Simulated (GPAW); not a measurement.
# Al2Cu in GPAW: the effect of strain hydrostatic

Al2Cu:

```xyz
3
Lattice="-1.9491 1.9491 2.7371 1.9491 -1.9491 2.7371 1.9491 1.9491 -2.7371" Properties=species:S:1:pos:R:3 pbc="T T T"
Cu    0.0000    0.0000    2.7371
Al    1.9491    0.0000    1.3685
Al    0.0000    1.9491    1.3685
```

The cell comes from a database or a generator and needn't be the stable form of this composition.

Alike in all runs:

```yaml
Program: GPAW 26.7.0
Task: single point
Functional: PBEsol
Potentials_or_basis: PAW data sets generated in the run's folder for this functional
Cutoff: 600 eV
Basis: pw
k_mesh: 9 × 9 × 9
Occupations: fermi-dirac, width 0.05 eV
Spin: no spin polarisation
Maxiter: 150
```

```csv
strain hydrostatic,pressure (GPa)
-0.04,17.3
-0.02,7.8
-0.01,3.9
0,0.5
0.01,-2.5
0.02,-5.0
0.04,?
```

Problem. What does the run with strain hydrostatic 0.04 give?

Solution. Pressure -9.0 GPa.

Worked out: A parabola through the other rows of the pressure, of slope -121 GPa per unit of strain hydrostatic there, extrapolates to -8.4 GPa, against the run's -9.0.

Caveats: with this Cu data set, volumes or pressures lay over 1.5 % or 2 GPa off other programs in two to four cells of ten; the density grid can change from cell to cell, which puts small steps into energies and stress.
